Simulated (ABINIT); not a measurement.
A run of ABINIT 10.8.3 (patched build) is set up as follows.

File run.abi:

```
# Datasets: one volume each
ndtset 7
getwfk -1
scalecart1 3*0.9795861087
scalecart2 3*0.9864848297
scalecart3 3*0.9932883884
scalecart4 3*1.0000000000
scalecart5 3*1.0066227096
scalecart6 3*1.0131594038
scalecart7 3*1.0196128224

# Pseudopotentials
pp_dirpath "./"
pseudos "C.LDA_PW-JTH.xml"

# Structure
acell 2.5220660407 2.5220660407 2.5220660407 Angstrom
rprim
     0.0000000000     0.7071067812     0.7071067812
     0.7071067812     0.0000000000     0.7071067812
     0.7071067812     0.7071067812     0.0000000000
ntypat 1
znucl 6
natom 2
typat 1 1
xred
     0.7500000000     0.7500000000     0.7500000000
     0.5000000000     0.5000000000     0.5000000000

# Plane-wave basis
ecut 20.0
pawecutdg 40.0

# k points
kptopt 1
ngkpt 13 13 13
nshiftk 1
shiftk 0.0 0.0 0.0

# Exchange and correlation
ixc 2

# Bands and occupations
nband 8
occopt 3
tsmear 0.05 eV

# SCF cycle
nstep 100
tolvrs 1.0e-9

# Output
iomode 3
prtwf 1
prtden 0
prteig 0
prtebands 0
enunit 1
```

Potentials or basis: JTH PAW LDA v2.0.

The run is started by

```sh
$ abinit run.abi > log 2>&1
```

Q: Predict the equilibrium volume.

A: 5.51 Å³/atom.

Q: Estimate the bulk modulus.

A: 467 GPa.

Q: Predict the pressure derivative of the bulk modulus.

A: 3.6.

Energy against volume, from the lowest point:
| volume (Å³/atom) | energy (meV/atom) |
| --- | --- |
| 5.332 | 8.18 |
| 5.445 | 0.51 |
| 5.558 | 0.00 |
| 5.672 | 6.05 |
| 5.785 | 18.02 |
| 5.899 | 35.41 |
| 6.012 | 57.71 |

Caveat: pressures at fixed basis lie under the slope of the energies; the atomic spheres overlap.

**Measured values to compare with.**

From “Equation of state of cubic boron nitride at high pressures and temperatures”, 2007, arxiv:cond-mat/0702656, for a bulk crystal of C: bulk modulus 442 ± 5 GPa.

Against the measured bulk modulus of C, 442 GPa (quoted in “Equation of state of cubic boron nitride at high pressures and temperatures”, 2007, arxiv:cond-mat/0702656), the calculated 467 GPa is off by +5.6 %. 3 values of this kind are on record (442 to 444.8 GPa); this one was drawn at random among those near their median, those with a stated uncertainty first. The fit is for a static lattice scaled at fixed shape and fixed fractional positions. The cell as given is a measured one (5.67 Å³/atom); LDA-PZ puts the equilibrium volume -2.9 % from it, thermal expansion not counted.
